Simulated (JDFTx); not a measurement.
# Si2Ni (Fm-3m) in JDFTx: tuning threads

Aim: find the choice of threads that runs Si2Ni fastest, at PBE. This setting moves, with any that are tied to it; all else stays.

Program: JDFTx 1.7.0 (patched build). These are calculated values, not measurements. Logs are shortened: lines on timing, memory, paths and dates and some standing lists are left out, and cuts for length are marked. The log counts tension as positive stress, the text compression.

## 1. Starting point

The structure is cubic, space group Fm-3m (No. 225). The conventional cell has a = 5.406 Å, b = 5.406 Å, c = 5.406 Å, α = 90.00°, β = 90.00°, γ = 90.00°. Around Ni (site symmetry m-3m) lie 8 Si at 2.34 Å. Around Si (site symmetry -43m) lie 4 Ni at 2.34 Å.

## 2. With threads 1

File Si2Ni.in:

```
lattice \
    0.0000000000     5.1079297149     5.1079297149 \
    5.1079297149     0.0000000000     5.1079297149 \
    5.1079297149     5.1079297149     0.0000000000
coords-type Lattice
ion Ni     0.0000000000     0.0000000000     0.0000000000 1
ion Si     0.7500000000     0.7500000000     0.7500000000 1
ion Si     0.2500000000     0.2500000000     0.2500000000 1

ion-species pseudo/Ni.upf
ion-species pseudo/Si.upf
elec-cutoff 49 392
elec-ex-corr gga-PBE
kpoint-folding 7 7 7
elec-smearing Fermi 0.0018374661
elec-n-bands 20
spintype z-spin
initial-magnetic-moments Ni 1
elec-initial-magnetization 1 no
electronic-SCF nIterations 100 energyDiffThreshold 1e-09
electronic-minimize nIterations 30 energyDiffThreshold 1e-7
forces-output-coords Cartesian

dump-name run.$VAR
dump End Ecomponents EigStats BandEigs Kpoints Forces Stress
```

Potentials or basis: PseudoDojo-SR-PBE-0.5-standard with smoothed tails.

Command:

```sh
$ jdftx -c 1 -i Si2Ni.in -o Si2Ni.out
```

Wall time 13 min (1 thread of Arm Neoverse N1, host not shared); peak memory 0.3 GiB.

It converged, with:

| Quantity | Value |
| --- | --- |
| Free energy | -4683.1633 eV |
| Pressure | 3.1 GPa |
| Band gap on the k mesh | none (metal or under the smearing width) |
| Net moment | 0.00 μB per cell |
| Absolute moment | 0.00 μB per cell |

## 3. With threads 2

Si2Ni.in is that of step 2.

Potentials or basis: PseudoDojo-SR-PBE-0.5-standard with smoothed tails.

Command:

```sh
$ jdftx -c 2 -i Si2Ni.in -o Si2Ni.out
```

Wall time 7.2 min (2 threads of Arm Neoverse N1, host not shared); peak memory 0.29 GiB.

Results (log left out):

* Free energy: -4683.1633 eV
* Pressure: 3.1 GPa
* Band gap on the k mesh: none (metal or under the smearing width)
* Net moment: 0.00 μB per cell
* Absolute moment: 0.00 μB per cell

## 4. With threads 4

Si2Ni.in is that of step 3.

Command:

```sh
$ jdftx -c 4 -i Si2Ni.in -o Si2Ni.out
```

It took 4.3 min on 4 threads of Arm Neoverse N1, host not shared; peak memory 0.3 GiB.

The run converged. Its results:

```
Free energy            : -4683.1633 eV
Pressure               : 3.1 GPa
Band gap on the k mesh : none (metal or under the smearing width)
Net moment             : 0.00 μB per cell
Absolute moment        : 0.00 μB per cell
```

## 5. With threads 8

Si2Ni.in is that of step 4.

Command:

```sh
$ jdftx -c 8 -i Si2Ni.in -o Si2Ni.out
```

Run time: 4.4 min. Hardware: 8 threads of Arm Neoverse N1, host not shared; peak memory 0.31 GiB.

It converged, with:

```yaml
Free_energy: -4683.1633 eV
Pressure: 3.1 GPa
Band_gap_on_the_k_mesh: none (metal or under the smearing width)
Net_moment: 0.00 μB per cell
Absolute_moment: 0.00 μB per cell
```

## 6. With threads 16

Si2Ni.in is that of step 5.

Potentials or basis: PseudoDojo-SR-PBE-0.5-standard with smoothed tails.

Command:

```sh
$ jdftx -c 16 -i Si2Ni.in -o Si2Ni.out
```

Wall time 7 min (16 threads of Arm Neoverse N1, host not shared); peak memory 0.33 GiB.

Results (log left out):

* Free energy: -4683.1633 eV
* Pressure: 3.1 GPa
* Band gap on the k mesh: none (metal or under the smearing width)
* Net moment: 0.00 μB per cell
* Absolute moment: 0.00 μB per cell

## 7. With threads 32

Si2Ni.in is that of step 6.

Potentials or basis: PseudoDojo-SR-PBE-0.5-standard with smoothed tails.

Command:

```sh
$ jdftx -c 32 -i Si2Ni.in -o Si2Ni.out
```

What it wrote:

```text
*************** JDFTx 1.7.0 (patched build) ***************

[... 9 lines left out ...]
---------- Initializing the Grid ----------
R =
[            0      5.10793      5.10793  ]
[      5.10793            0      5.10793  ]
[      5.10793      5.10793            0  ]
unit cell volume = 266.541
G =
[  -0.615042   0.615042   0.615042  ]
[   0.615042  -0.615042   0.615042  ]
[   0.615042   0.615042  -0.615042  ]
Minimum fftbox size, Smin = [  68  68  68  ]
Chosen fftbox size, S = [  70  70  70  ]

---------- Initializing tighter grid for wavefunction operations ----------
R =
[            0      5.10793      5.10793  ]
[      5.10793            0      5.10793  ]
[      5.10793      5.10793            0  ]
unit cell volume = 266.541
G =
[  -0.615042   0.615042   0.615042  ]
[   0.615042  -0.615042   0.615042  ]
[   0.615042   0.615042  -0.615042  ]
Minimum fftbox size, Smin = [  48  48  48  ]
Chosen fftbox size, S = [  48  48  48  ]

---------- Exchange Correlation functional ----------
Initalized PBE GGA exchange.
Initalized PBE GGA correlation.

---------- Setting up pseudopotentials ----------
Width of ionic core gaussian charges (only for fluid interactions / plotting) set to 0

Reading pseudopotential file 'pseudo/Ni.upf':
  'Ni' pseudopotential, 'PBE' functional
  Generated using ONCVPSP code by D. R. Hamann
  18 valence electrons, 4 orbitals, 6 projectors, 1001 radial grid points, with lMax = 2
    3S    l: 0   occupation:  2.0   eigenvalue: -4.081355
    3P    l: 1   occupation:  6.0   eigenvalue: -2.623460
[... 62 lines left out ...]
	FillingsUpdate:  mu: +0.490228185  nElectrons: 26.000000  magneticMoment: [ Abs: 0.03064  Tot: -0.00868 ]
SCF: Cycle:  6   F: -172.102061360149293   dF: -1.414e-01   |Residual|: 6.637e-02   |deigs|: 3.899e-02
	FillingsUpdate:  mu: +0.496381552  nElectrons: 26.000000  magneticMoment: [ Abs: 0.01514  Tot: -0.00139 ]
SCF: Cycle:  7   F: -172.098433517861594   dF: +3.628e-03   |Residual|: 9.051e-02   |deigs|: 6.709e-03
[... 13 lines left out ...]
SCF: Cycle: 14   F: -172.103075767555055   dF: -2.923e-05   |Residual|: 7.878e-04   |deigs|: 6.909e-04
	FillingsUpdate:  mu: +0.490625979  nElectrons: 26.000000  magneticMoment: [ Abs: 0.00021  Tot: -0.00012 ]
SCF: Cycle: 15   F: -172.103076482214959   dF: -7.147e-07   |Residual|: 2.778e-04   |deigs|: 7.962e-05
	FillingsUpdate:  mu: +0.490609519  nElectrons: 26.000000  magneticMoment: [ Abs: 0.00014  Tot: -0.00006 ]
SCF: Cycle: 16   F: -172.103076538855532   dF: -5.664e-08   |Residual|: 1.472e-04   |deigs|: 2.284e-05
	FillingsUpdate:  mu: +0.490604621  nElectrons: 26.000000  magneticMoment: [ Abs: 0.00004  Tot: +0.00001 ]
SCF: Cycle: 17   F: -172.103076555605611   dF: -1.675e-08   |Residual|: 1.070e-04   |deigs|: 1.531e-05
	FillingsUpdate:  mu: +0.490610042  nElectrons: 26.000000  magneticMoment: [ Abs: 0.00003  Tot: -0.00000 ]
SCF: Cycle: 18   F: -172.103076566553398   dF: -1.095e-08   |Residual|: 2.465e-05   |deigs|: 8.742e-06
	FillingsUpdate:  mu: +0.490610456  nElectrons: 26.000000  magneticMoment: [ Abs: 0.00002  Tot: -0.00001 ]
SCF: Cycle: 19   F: -172.103076568682098   dF: -2.129e-09   |Residual|: 1.245e-05   |deigs|: 3.179e-06
	FillingsUpdate:  mu: +0.490609183  nElectrons: 26.000000  magneticMoment: [ Abs: 0.00001  Tot: -0.00000 ]
SCF: Cycle: 20   F: -172.103076569618167   dF: -9.361e-10   |Residual|: 2.381e-06   |deigs|: 1.321e-05
	FillingsUpdate:  mu: +0.490608664  nElectrons: 26.000000  magneticMoment: [ Abs: 0.00001  Tot: -0.00000 ]
SCF: Cycle: 21   F: -172.103076569857279   dF: -2.391e-10   |Residual|: 1.767e-06   |deigs|: 8.765e-06
SCF: Converged (|Delta E|<1.000000e-09 for 2 iters).

Setting wave functions to eigenvectors of Hamiltonian

# Stress tensor in Cartesian coordinates [Eh/a0^3]:
[ -0.000105998            0            0  ]
[            0 -0.000105998            0  ]
[            0            0 -0.000105998  ]

# Ionic positions in lattice coordinates:
ion Ni   0.000000000000000   0.000000000000000   0.000000000000000 1
ion Si   0.750000000000000   0.750000000000000   0.750000000000000 1
ion Si   0.250000000000000   0.250000000000000   0.250000000000000 1

# Forces in Cartesian coordinates:
force Ni  -0.000000000000000  -0.000000000000000  -0.000000000000000 1
force Si   0.000000000000000   0.000000000000000   0.000000000000000 1
force Si   0.000000000000000  -0.000000000000000   0.000000000000000 1

# Energy components:
   Eewald =      -92.8967319446008730
       EH =       71.8055380088748905
     Eloc =     -187.3565683372555668
      Enl =      -25.2379199345676533
      Exc =      -24.6284607669775930
 Exc_core =        4.1891450230520508
       KE =       82.0221752915242632
-------------------------------------
     Etot =     -172.1028226599505047
       TS =        0.0002539099067665
-------------------------------------
        F =     -172.1030765698572793

IonicMinimize: Iter:   0  F: -172.103076569857279  |grad|_K:  3.327e-36
IonicMinimize: Converged (|grad|_K<1.000000e-04).

#--- Lowdin population analysis ---
# oxidation-state Ni +0.579
# magnetic-moments Ni -0.000
# oxidation-state Si -0.114 -0.114
# magnetic-moments Si -0.000 -0.000

Dumping 'run.eigStats' ...
	eMin: -3.354021 at state 20 ( [ +0.000000 +0.000000 +0.000000 ] spin -1 )
	HOMO: +0.488887 at state 15 ( [ +0.000000 +0.428571 -0.428571 ] spin 1 )
	mu  : +0.490609
	LUMO: +0.491416 at state 31 ( [ +0.000000 +0.285714 +0.428571 ] spin -1 )
	eMax: +0.916559 at state 34 ( [ +0.000000 +0.428571 +0.428571 ] spin -1 )
	HOMO-LUMO gap: +0.002529
	Optical gap  : +0.034810 at state 4 ( [ +0.000000 +0.142857 +0.142857 ] spin 1 )
Done!
```

It took 13 min on 32 threads of Arm Neoverse N1, host not shared; peak memory 0.38 GiB.

Results:

- Free energy: -4683.1633 eV
- Pressure: 3.1 GPa
- Band gap on the k mesh: none (metal or under the smearing width)
- Net moment: 0.00 μB per cell
- Absolute moment: 0.00 μB per cell

## 8. Result

| threads | energy less the last converged row (meV/atom) | SCF cycles | wall time (s) | peak memory (GiB) |
| --- | --- | --- | --- | --- |
| 1 | 0.00 | 22 | 780 | 0.3 |
| 2 | 0.00 | 22 | 430 | 0.29 |
| 4 | 0.00 | 22 | 260 | 0.3 |
| 8 | 0.00 | 22 | 260 | 0.31 |
| 16 | 0.00 | 22 | 420 | 0.33 |
| 32 | 0.00 | 22 | 800 | 0.38 |

Fastest here: 4 (260 s), level within noise with 8; slowest of those that converged: 32 (800 s). These are single runs, one after another on one machine, so differences under about a fifth mean little.
